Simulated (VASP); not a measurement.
# Pt: elastic constants with r2SCAN

Pt:

```xyz
1
Lattice="0.0000 1.9609 1.9609 1.9609 0.0000 1.9609 1.9609 1.9609 0.0000" Properties=species:S:1:pos:R:3 pbc="T T T"
Pt    0.0000    0.0000    0.0000
```

| Property | Result |
| --- | --- |
| Program | VASP 6.6.1 |
| Task | elastic constants |
| Functional | r2SCAN |
| Potentials or basis | VASP PAW PBE potentials, release 64 (Pt) |
| Cutoff | 600 eV |
| k mesh | 13 × 13 × 13 |
| Occupations | gaussian, width 0.1 eV |
| Spin | no spin polarisation |
| Ions in elastic constants | relaxed |
| Further INCAR settings | ALGO = Normal; EDIFF = 1e-08; IBRION = 6; POTIM = 0.015; NSW = 1; ISIF = 3 |

| Quantity | Value |
| --- | --- |
| Relaxed volume | 15.33 Å³/atom |
| Relaxed cell | a = 2.788 Å, b = 2.788 Å, c = 2.788 Å, α = 60.00°, β = 60.00°, γ = 60.00° |
| Space group after relaxing (to 0.05 Å) | Fm-3m (No. 225) |
| Elastic constants C11, C12, C44 | 328, 246, 52 GPa |
| Voigt bulk modulus | 273 GPa |

Step by step:
| step | energy change (eV) | largest force (eV/Å) | pressure (GPa) | volume (Å³) |
| --- | --- | --- | --- | --- |
| 1 | 0.0000 | 0.0000 | 4.69 | 15.08 |
| 2 | 0.0237 | 0.0000 | -11.24 | 16.06 |
| 3 | -0.0036 | 0.0000 | -0.06 | 15.33 |
| 4 | -0.0036 | 0.0000 | 0.03 | 15.33 |
| 5 | -0.0036 | 0.0000 | 0.03 | 15.33 |
| 6 | -0.0036 | 0.0000 | 0.03 | 15.33 |
| 7 | -0.0036 | 0.0000 | 0.03 | 15.33 |
| 8 | -0.0036 | 0.0000 | 0.03 | 15.33 |
| 9 | -0.0036 | 0.0000 | 0.03 | 15.33 |
| 10 | -0.0036 | 0.0000 | 0.03 | 15.33 |
| 11 | -0.0036 | 0.0000 | 0.03 | 15.33 |
| 12 | -0.0036 | 0.0000 | 0.03 | 15.33 |
| 13 | -0.0036 | 0.0000 | 0.02 | 15.33 |
| 14 | -0.0036 | 0.0000 | 0.02 | 15.33 |
| 15 | -0.0036 | 0.0000 | 0.01 | 15.33 |

Final structure:
```cif
data_structure
_symmetry_space_group_name_H-M 'P 1'
_symmetry_Int_Tables_number 1
_cell_length_a 2.7883
_cell_length_b 2.7883
_cell_length_c 2.7883
_cell_angle_alpha 60.000
_cell_angle_beta 60.000
_cell_angle_gamma 60.000
_cell_volume 15.33
loop_
_atom_site_label
_atom_site_type_symbol
_atom_site_fract_x
_atom_site_fract_y
_atom_site_fract_z
_atom_site_occupancy
Pt1 Pt 0.00000 0.00000 0.00000 1
```

Elastic tensor in Voigt notation (GPa, in the Cartesian axes of the cell as first typed):
```
328 246 246   0   0   0
246 328 246   0   0   0
246 246 328   0   0   0
  0   0   0  52   0   0
  0   0   0   0  52   0
  0   0   0   0   0  52
```

Clamped-ion elastic tensor (GPa):
```
328 246 246   0   0   0
246 328 246   0   0   0
246 246 328   0   0   0
  0   0   0  52   0   0
  0   0   0   0  52   0
  0   0   0   0   0  52
```

Wall time 36 min on 1 thread of Intel(R) Xeon(R) Platinum 8259CL CPU @ 2.50GHz (Skylake/Cascade Lake) (shared host), peak memory 0.35 GiB.

Caveat: the PAW data sets were made with another functional, which shifts forces and pressure a little. The run has no spin-orbit coupling, so splittings on Pt are missing.
